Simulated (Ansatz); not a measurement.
**V2O5: a ladder of calculations**

Cell of run 1: a computed structure from the Materials Project (it need not be an observed phase), atoms as given.

Space group Fdd2 (No. 43); a = 9.7308, b = 19.0778, c = 5.4221 Å.

```
site  Wyckoff  site symmetry       x       y       z
   V      16b              1  0.8334  0.6752  0.7676
  O5       8a            ..2  0.7500  0.7500  0.8929
  O6      16b              1  0.4019  0.1957  0.5097
  O7      16b              1  0.4596  0.6410  0.4699
```

One atom of each set is listed; the run and its k-mesh use a cell of 14 atoms with edges of 9.92, 5.57, 10.71 Å.

Relaxed positions (PBE, cell held):

V (0.8354, 0.6756, 0.7673)
O5 (0.7500, 0.7500, 0.8937)
O6 (0.4029, 0.1967, 0.5107)
O7 (0.4629, 0.6415, 0.4687)

All runs are DFT with Ansatz 0.2.0 (plane waves and PAW, scalar-relativistic unless spin–orbit coupling is named, Γ-centred meshes, Fermi–Dirac smearing where given) in this cell.

Run 1: PBE, gradients read without the response of the cores, atoms as given; 420 eV, 5×5×5 k-points, smearing 0.02 eV.
Run 2: PBE, gradients read without the response of the cores, atoms relaxed; 420 eV, 5×5×5 k-points, smearing 0.02 eV.
Run 3: r2SCAN, gradients read without the response of the cores, at the relaxed atoms; 500 eV, 5×5×5 k-points, smearing 0.02 eV.

```
run    V V_zz (η)  O5 V_zz (η)   O6 V_zz (η)   O7 V_zz (η)
  1  -3.52 (0.81)  3.34 (0.20)  -1.47 (0.51)  -4.00 (0.83)
  2             ?            ?             ?             ?
  3  -3.43 (0.85)  3.63 (0.22)  -1.11 (0.67)  -4.30 (0.87)
```

V_zz in 10²¹ V/m².

Task: Estimate the row of run 2.

Result: V: -3.73 (0.81); O5: 3.39 (0.21); O6: -1.54 (0.47); O7: -4.09 (0.82). It lies nearest to run 1, from whose tensors on these sites it differs by 0.23 at most (largest principal value of the difference, on V). Taken one at a time, the functional (r2SCAN with its higher cutoff) moves the tensors on these sites by up to 0.44 (largest principal value of the change, on O6), the positions of the atoms (as given or relaxed) by 0.23 (V).

In runs 1, 3 the atoms aren't at the calculated equilibrium (largest force 0.44, 0.67 eV/Å).
